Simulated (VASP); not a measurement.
## P: relaxation of the atoms with PBEsol+D3(BJ)

P, a slab with vacuum:

```
P
1.0
     1.86337    2.63521    0.00000
    -3.72675    2.63521    0.00000
     0.00000    0.00000   23.56434
P
4
Cartesian
  -1.2671 2.8724 10.7322
  -3.3913 2.3980 10.7322
  -0.3354 0.2372 12.8322
  -0.5963 2.3980 12.8322
```

The cell was built by a generator and needn't be a form met in nature.

```json
{"Program": "VASP 6.6.1", "Task": "relaxation of the atoms", "Functional": "PBEsol", "Dispersion": "D3(BJ)", "Potentials or basis": "VASP PAW PBE potentials, release 64 (P)", "Cutoff": "520 eV", "k mesh": "12 × 9 × 1", "Occupations": "gaussian, width 0.04 eV", "Spin": "no spin polarisation", "Dipole correction": "yes", "Further INCAR settings": "ALGO = Normal; EDIFF = 1e-07; IBRION = 2; EDIFFG = -0.02; NSW = 90"}
```

```
Energy gained by relaxing    : 3.3 meV/atom
Ionic steps                  : 4
Largest force after relaxing : 0.007 eV/Å
Band gap on the k mesh       : 0.78 eV, indirect (least direct gap 0.79 eV)
Dispersion energy per atom   : -0.172 eV
```

Forces on the atoms (eV/Å):
```
P    0.002 -0.001 -0.007
P   -0.002  0.001 -0.007
P    0.002 -0.001  0.007
P   -0.002  0.001  0.007
```

The path:
```tsv
step	energy change (eV)	largest force (eV/Å)	pressure (GPa)
1	0.0000	0.4064	0.09
2	-0.0124	0.0885	-0.08
3	-0.0130	0.0240	-0.06
4	-0.0131	0.0073	-0.07
```

Final structure:
```
P
1.0
     1.86337    2.63521    0.00000
    -3.72675    2.63521    0.00000
     0.00000    0.00000   23.56434
P
4
Cartesian
  -1.2539 2.8631 10.7342
  -3.4045 2.4074 10.7342
  -0.3222 0.2278 12.8302
  -0.6095 2.4074 12.8302
```

Levels at points of the mesh, in eV from the valence-band top:
```csv
k point,band 7,band 8,band 9,band 10,band 11,band 12,band 13,band 14
"(0.00, 0.00, 0.00)",-3.14,-1.85,-1.49,-0.01,0.78,1.82,3.03,3.56
"(0.50, 0.00, 0.00)",-2.75,-2.75,-2.00,-2.00,1.14,1.14,2.02,2.02
```

It took 2.7 min on 2 MPI ranks on Intel(R) Xeon(R) Platinum 8488C (Sapphire Rapids) (shared host), peak memory 0.48 GiB a rank.

Caveat: the PAW data sets were made with another functional, which shifts forces and pressure a little. PBEsol gaps usually lie below the measured ones, often by a third to a half.
